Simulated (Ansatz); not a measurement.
# C: what a guessed cell relaxes into

Aim: relax a trial structure of C and see where it ends, then test the end with a random kick.

Method: DFT PBE, scalar-relativistic, plane waves, PAW, in Ansatz 0.2.0.

## (1) The system as given

It takes space group I4_1/amd (No. 141, tetragonal). Conventional cell: a = 2.527 Å, b = 2.527 Å, c = 8.755 Å, α = 90.00°, β = 90.00°, γ = 90.00°. Around C (site symmetry 2mm) lie 3 C at 1.46 Å.

Coordinates:

```cif
data_structure
_symmetry_space_group_name_H-M 'P 1'
_symmetry_Int_Tables_number 1
_cell_length_a 4.7283
_cell_length_b 4.7283
_cell_length_c 4.7283
_cell_angle_alpha 148.997
_cell_angle_beta 148.997
_cell_angle_gamma 44.415
_cell_volume 27.96
loop_
_atom_site_label
_atom_site_type_symbol
_atom_site_fract_x
_atom_site_fract_y
_atom_site_fract_z
_atom_site_occupancy
C1 C 0.08333 0.08333 0.00000 1
C2 C 0.83333 0.33333 0.50000 1
C3 C 0.91667 0.91667 0.00000 1
C4 C 0.66667 0.16667 0.50000 1
```

Recipe of the guess: 3-connected net of one element (I4_1/amd, No. 141). The dimensions are guesses.

## (2) Probe: one point on a coarse mesh

The input, input.yaml:

```yaml
crystal:
  lattice:
    - [-1.26370429, 1.26370429, 4.37759993]
    - [1.26370429, -1.26370429, 4.37759993]
    - [1.26370429, 1.26370429, -4.37759993]
  atoms:
    - { symbol: C, position: [0.08333334, 0.08333334, 0.0] }
    - { symbol: C, position: [0.83333334, 0.33333334, 0.5] }
    - { symbol: C, position: [0.91666666, 0.91666666, 0.0] }
    - { symbol: C, position: [0.66666666, 0.16666666, 0.5] }
basis:
  ecutwfc: 420
kpoints:
  mp_grid: { grid: [10, 10, 10] }
hamiltonian:
  xc: pbe
scf:
  occupations: { method: gaussian, width: 0.1 }
  lower_state_search: "off"
output:
  forces: true
  stress: true
  eigenvalues: true
```

On the command line:

```sh
ansatz run input.yaml --threads 1 --pin off --max-ram 2560MiB --backend cpu --events-out ev --progress --plain --runs-dir out
```

Further runs follow: spin check on a coarse mesh; a loose first relaxation; full relaxation; reference for the kick test; kicked and relaxed without symmetry.

Q: Predict the outcome of this session. Wanted: conventional cell; volume; energy over the standard state; gap on the mesh.

The runs gave:

```
                              quantity                                                                      value
symmetry at the end (tolerance 0.05 Å)                                             space group I4_1/amd (No. 141)
                     conventional cell  a = 2.539 Å, b = 2.539 Å, c = 8.653 Å, α = 90.00°, β = 90.00°, γ = 90.00°
                                volume                                                               6.97 Å³/atom
        energy over the standard state                                                              +0.59 eV/atom
                       gap on the mesh                                                               none (metal)
```

**Reading.** The space group I4_1/amd (No. 141) is kept, at nearly the size of the first guess. It lies above the element's standard state, so it is metastable at best. It survived the kick, though modes of other wave vectors, which need another repeat, weren't probed. Other magnetic orders were not searched.
